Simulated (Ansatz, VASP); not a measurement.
Two plane-wave programs on Te

INCAR

```
SYSTEM = Te
PREC = Accurate
ENCUT = 520
EDIFF = 1E-7
ISMEAR = -1
SIGMA = 0.08
LREAL = .FALSE.
LASPH = .TRUE.
NELM = 60
ALGO = Normal
ISIF = 2
LWAVE = .FALSE.
LCHARG = .FALSE.
GGA = PS
NBANDS = 13
```

Contents of KPOINTS:

```
Automatic mesh
0
G
  14 14 8
  0 0 0
```

The input POSCAR:

```
Te
1.0
    3.3179174489      0.0000000000      0.0000000000
   -1.6589587244      2.8734007984      0.0000000000
    0.0000000000      0.0000000000      4.7019278580
Te
2
Direct
    0.3333333333      0.6666666667      0.2500000000
    0.6666666667      0.3333333333      0.7500000000
```

Input for Ansatz:

```yaml
crystal:
  lattice:
    - [3.3179174489, 0.0, 0.0]
    - [-1.6589587244, 2.8734007984, 0.0]
    - [0.0, 0.0, 4.701927858]
  atoms:
    - { symbol: Te, position: [0.3333333333, 0.6666666667, 0.25] }
    - { symbol: Te, position: [0.6666666667, 0.3333333333, 0.75] }
kpoints:
  mp_grid: { grid: [14, 14, 8] }
scf:
  occupations: { method: fermi_dirac, width: 0.08 }
  initial_density: { chi_scale: 0.1 }
hamiltonian:
  xc: pbesol
  pseudopotentials: { kind: paw }
output:
  forces: true
  stress: true
  eigenvalues: true
  populations: true
```

This isn't the form of Te at room conditions, which is trigonal, of chains.

Alike in both runs: task single point; functional PBEsol; k mesh 14 × 14 × 8; occupations fermi-dirac, width 0.08 eV; no spin polarisation.

|  | VASP | Ansatz |
| --- | --- | --- |
| version | VASP 6.6.1 | Ansatz 0.2.0 |
| potentials or method | VASP PAW PBE potentials, release 64 (Te) | PAW with Ansatz's default frozen-core files, scalar-relativistic |
| plane-wave cutoff (eV) | 520 | 420 |
| valence electrons in the cell | 12 | 32 |

|  | VASP | Ansatz | Ansatz less VASP |
| --- | --- | --- | --- |
| gap on the k mesh at the Fermi level (eV) | none | none | - |
| pressure (GPa) | 19.6 | 19.4 | -0.14 |
| largest component of the traceless stress (GPa) | 0.06 | 0.02 | -0.037 |

A gap of «none» marks a metal or a gap that the smearing closes. With one functional, cell and mesh, what is left measures potentials, basis and numerics. The two sets of potentials don't hold the same shells in valence.

Caveats: so large a pressure means that the cell lies far from this level's equilibrium, or that cutoff or potentials fall short (VASP); the potentials were made for another functional, which shifts forces and pressure (VASP). The runs have no spin-orbit coupling, so splittings on Te are missing.
